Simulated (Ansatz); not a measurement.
The calculation used DFT PBE, scalar-relativistic, plane waves, PAW in Ansatz. Settings: cutoff 420 eV, Γ-centred meshes spaced at most about 0.3 Å⁻¹, and about 0.25 Å⁻¹ or finer for metals (2π included), Gaussian smearing. No spin polarisation.

Each guess is relaxed in cell and atoms at zero pressure, on a coarse mesh first where it starts far from rest and then on a converged one. The steps can't lower the symmetry of the start, but it can rise. Energies are static (0 K, no zero-point motion).

Two unrelaxed guesses for Al5N:

A.

```
CELL_PARAMETERS angstrom
3.05651 1.76467 2.63192
-3.05651 1.76467 2.63192
0.00000 -3.52935 2.63192
ATOMIC_POSITIONS crystal
Al 0.19377 0.86539 0.19377
Al 0.19377 0.19377 0.86539
Al 0.86539 0.19377 0.19377
Al 0.91976 0.91976 0.91976
Al 0.37145 0.37145 0.37145
N 0.68884 0.68884 0.68884
```

B.

```
CELL_PARAMETERS angstrom
4.83331 0.00000 0.00000
0.00000 4.83331 0.00000
0.00000 0.00000 4.07629
ATOMIC_POSITIONS crystal
Al 0.27278 0.27278 0.16005
Al 0.72722 0.72722 0.16005
Al 0.72722 0.27278 0.16005
Al 0.27278 0.72722 0.16005
Al 0.00000 0.00000 0.91365
N 0.00000 0.00000 0.45403
```

Question: Where do they end, and which end is lower?

Answer: A ends lower, by 238 meV/atom. A: R3m at 14.2 Å³/atom → R3m at 18.2 Å³/atom; B: P4mm at 15.9 Å³/atom → P4mm at 22.3 Å³/atom. Counting Al atoms around N (those within 1.25 times the shortest such distance or 1.15 times the sum of covalent radii; a plus sign parts nearer from farther groups), the end of A has N 4 and the end of B has N 1+4. End of A. Conventional cell: a = 5.443 Å, c = 12.783 Å. Al on a site of symmetry m has 1 N at 1.94 Å and 6 Al at 2.62–2.76 Å; Al on a site of symmetry 3m has 1 N at 1.92 Å, 6 Al at 2.99 Å and 6 Al at 3.25–3.42 Å; around N lie 4 Al at 1.92–1.94 Å, 1 Al at 3.19 Å and 3 Al at 3.32 Å; 1 more site not described. End of B. Conventional cell: a = 5.281 Å, c = 4.789 Å. Al on a site of symmetry m is surrounded by 1 N at 2.08 Å and 5 Al at 2.61–2.70 Å; Al on a site of symmetry 4mm is surrounded by 1 N at 1.86 Å; around N lie 1 Al at 1.86 Å and 4 Al at 2.08 Å.

Ends held by symmetry can be saddle points. Neither end is the lowest form computed: that has space group P1 (No. 1) and lies 72 meV/atom below the better end. Some structure types and database cells were kept out of the candidates from the start, so a known form may be missing.
